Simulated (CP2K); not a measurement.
Runs of CP2K 2026.2 on ZrB2. It takes space group P6/mmm (No. 191, hexagonal). The conventional cell has a = 3.170 Å, b = 3.170 Å, c = 3.533 Å, α = 90.00°, β = 90.00°, γ = 120.00°. Zr (site symmetry 6/mmm) is surrounded by 12 B at 2.54 Å. Around B (site symmetry -6m2) lie 3 B at 1.83 Å. 

| potentials or basis | ADDED_MOS | gap on the mesh (eV) | pressure (GPa) |
| --- | --- | --- | --- |
| GTH_POTENTIALS Zr GTH-PBE-q12, B GTH-PBE-q3; SZV-MOLOPT-SR-GTH basis | [9] | none | (b) |
| POTENTIAL_UZH Zr GTH-PBE-q12, B GTH-PBE-q3; DZVP-MOLOPT-PBE-GTH basis | [15] | none | (a) |
| GTH_POTENTIALS Zr GTH-PBE-q12, B GTH-PBE-q3; TZVP-MOLOPT-SR-GTH basis | [15] | none | 0.4 |
| GTH_POTENTIALS Zr GTH-PBE-q12, B GTH-PBE-q3; DZVP-MOLOPT-SR-GTH basis | [15] | none | 0.5 |
| POTENTIAL_UZH Zr GTH-PBE-q12, B GTH-PBE-q3; ccGRB-D basis | [15] | none | 2.8 |

Alike in all rows: task band structure; level PBE; no spin polarisation; cell as given; k mesh 10 × 10 × 8; smearing fermi-dirac 0.05 eV.

Q: Estimate the missing entries.

A: (a) 2.2; (b) -3.8.

Caveats: the basis of atomic orbitals isn't converged, which shifts pressures, moduli and gaps; a minimal basis gives rough bond lengths, pressures and levels (some runs).

A k mesh can miss the band edges, and the runs leave out spin-orbit coupling on Zr.

A gap of «none» marks a metal or a gap under the smearing width.
